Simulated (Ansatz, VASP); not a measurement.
# One calculation of C, two programs

Contents of INCAR:

```
SYSTEM = C
  PREC = Accurate
  ENCUT = 520
  EDIFF = 1E-6
  ISMEAR = 0
  SIGMA = 0.01
  LREAL = .FALSE.
  LASPH = .TRUE.
  NELM = 80
  ALGO = Normal
  ISIF = 2
  LWAVE = .FALSE.
  LCHARG = .TRUE.
  GGA = PE
  LELF = .TRUE.
  LVHAR = .TRUE.
  NBANDS = 11
```

Contents of KPOINTS:

```
regular mesh
0
G
  10 10 10
  0 0 0
```

File POSCAR:

```
C
1.0
    0.0000000000      1.7833700000      1.7833700000
    1.7833700000      0.0000000000      1.7833700000
    1.7833700000      1.7833700000      0.0000000000
C
2
Direct
    0.0000000000      0.0000000000      0.0000000000
    0.2500000000      0.2500000000      0.2500000000
```

Input for Ansatz:

```yaml
crystal:
  lattice:
    - [0.0, 1.78337, 1.78337]
    - [1.78337, 0.0, 1.78337]
    - [1.78337, 1.78337, 0.0]
  atoms:
    - { symbol: C, position: [0.0, 0.0, 0.0] }
    - { symbol: C, position: [0.25, 0.25, 0.25] }
basis:
  ecutwfc: 450.0
kpoints:
  mp_grid:
    grid: [10, 10, 10]
  band_path:
    path:
      - [0.375, 0.375, 0.75]
      - [0.0, 0.0, 0.0]
      - [0.5, 0.5, 0.5]
      - [0.5, 0.25, 0.75]
      - [0.5, 0.0, 0.5]
    npoints: 10
hamiltonian:
  xc: pbe
  pseudopotentials:
    kind: paw
scf:
  n_extra_bands: 10
  occupations:
    method: fixed
```

This isn't the form of C at room conditions, which is graphite.

Alike in both runs: task single point; functional PBE; k mesh 10 × 10 × 10; no spin polarisation.

```csv
,VASP,Ansatz
version,VASP 6.6.1,Ansatz 0.2.0
potentials or method,"VASP PAW PBE potentials, release 64 (C)","plane waves, PAW"
plane-wave cutoff (eV),520,450
occupations,"gaussian, width 0.01 eV",fixed
valence electrons in the cell,8,8
```

|  | VASP | Ansatz | Ansatz less VASP |
| --- | --- | --- | --- |
| gap on the k mesh at the Fermi level (eV) | 4.17 | 4.18 | +0.012 |
